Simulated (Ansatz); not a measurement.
## How far is this Hf4C3 from the hull?

The calculation used Ansatz 0.2.0, DFT PBE, scalar-relativistic, plane waves, PAW. All cells share a 420 eV cutoff and Γ-centred k meshes spaced at most about 0.3 Å⁻¹ (about 0.25 or finer for metals, 2π included). No spin polarisation.

Formation energies are uncorrected and refer to the elements' standard structures at the same level.

Temperature and zero-point effects are left out. Spin–orbit coupling, which can matter for Hf, is left out. The reference form of C is held partly by dispersion forces, which this level lacks.

The competitors are the elements and 1 reference phase of this chemical system (from databases or known types: HfC), relaxed at the same level; other known phases may be missing.

The candidate was reached from: random cell.

```
Hf C
1.0
     4.70536    0.00000    0.00000
    -2.35268    4.07496    0.00000
     0.00000    0.00000    5.93091
Hf C
4 3
Direct
  0.33333 0.66667 0.75421
  0.66667 0.33333 0.75421
  0.66667 0.33333 0.24579
  0.33333 0.66667 0.24579
  0.00000 0.00000 0.27098
  0.00000 0.00000 0.72902
  0.00000 0.00000 0.50000
```

The lowest competing mixture at this composition:

```
phase      space group             source  share of atoms  ΔE_f (eV/atom)
   Hf                -            element          0.1429         -0.0012
  HfC  Fm-3m (No. 225)  Materials Project          0.8571          -0.918
```

The lowest database cell of Hf (-0.0012) lies slightly below the reference, hence the non-zero entry.

Question: What are the hull's energy here, the candidate's formation energy and its margin?

Answer: The hull lies at -0.787 eV/atom, the weighted sum of the last column. The candidate has 1.227 eV/atom, which is 2.01 eV/atom above it. The candidate matches no cell in the subsets of the Crystallography Open Database and the Materials Project at hand. A phase this far over the hull is unlikely to be made. It holds C–C units of three or more atoms (shortest 1.36 Å).
